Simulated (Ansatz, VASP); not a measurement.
**One calculation of MgO, two programs**

File INCAR:

```
SYSTEM = MgO
PREC = Accurate
ENCUT = 520
EDIFF = 1E-6
ISMEAR = 0
SIGMA = 0.05
LREAL = .False.
LASPH = .True.
NELM = 80
ALGO = Normal
ISIF = 2
LWAVE = .False.
LCHARG = .False.
GGA = PE
NBANDS = 26
```

KPOINTS

```
regular mesh
0
Gamma
  9 9 2
  0 0 0
```

File POSCAR:

```
MgO
1.0
    3.2259000000      0.0000000000      0.0000000000
   -1.6129500000      2.7937113501      0.0000000000
    0.0000000000      0.0000000000     10.7943000000
Mg O
4 4
Direct
    0.3333333333      0.6666666667      0.9694906392
    0.0000000000      0.0000000000      0.2208211786
    0.0000000000      0.0000000000      0.7208211786
    0.6666666667      0.3333333333      0.4694906392
    0.3333333333      0.6666666667      0.7800420079
    0.0000000000      0.0000000000      0.5296443544
    0.0000000000      0.0000000000      0.0296443544
    0.6666666667      0.3333333333      0.2800420079
```

Input for Ansatz:

```yaml
crystal:
  lattice:
    - [3.2259, 0.0, 0.0]
    - [-1.61295, 2.7937113501, 0.0]
    - [0.0, 0.0, 10.7943]
  atoms:
    - { symbol: Mg, position: [0.3333333333, 0.6666666667, 0.9694906392] }
    - { symbol: Mg, position: [0.0, 0.0, 0.2208211786] }
    - { symbol: Mg, position: [0.0, 0.0, 0.7208211786] }
    - { symbol: Mg, position: [0.6666666667, 0.3333333333, 0.4694906392] }
    - { symbol: O, position: [0.3333333333, 0.6666666667, 0.7800420079] }
    - { symbol: O, position: [0.0, 0.0, 0.5296443544] }
    - { symbol: O, position: [0.0, 0.0, 0.0296443544] }
    - { symbol: O, position: [0.6666666667, 0.3333333333, 0.2800420079] }
basis:
  ecutwfc: 520.0
kpoints:
  mp_grid: { grid: [9, 9, 2] }
hamiltonian:
  xc: pbe
  pseudopotentials: { kind: paw, azcp: { folder: soft_1 } }
scf:
  occupations: { method: gaussian, width: 0.05 }
output:
  forces: true
  stress: true
  eigenvalues: true
```

Alike in both runs: task single point; functional PBE; k mesh 9 × 9 × 2; occupations gaussian, width 0.05 eV; no spin polarisation.

|  | VASP | Ansatz |
| --- | --- | --- |
| version | VASP 6.6.1 | Ansatz 0.2.0 |
| potentials or method | VASP PAW PBE potentials, release 64 (Mg, O) | scalar-relativistic, plane waves, PAW |
| plane-wave cutoff (eV) | 520 | 520 |
| valence electrons in the cell | 32 | 64 |

```tsv
	VASP	Ansatz	Ansatz less VASP
gap on the k mesh at the Fermi level (eV)	3.54	3.56	+0.018
least direct gap on the mesh (eV)	3.54	3.56	+0.018
pressure (GPa)	0.8	1.3	+0.42
largest component of the traceless stress (GPa)	6.19	6.11	-0.076
rms of the force components (eV/Å)	0.183	0.181	-0.0026
```

Atom by atom the forces differ by 0.003 eV/Å (rms over components). With one functional, cell and mesh, what is left measures potentials, basis and numerics. The two sets of potentials don't hold the same shells in valence.

As with any semilocal functional, this PBE gap is likely too small.
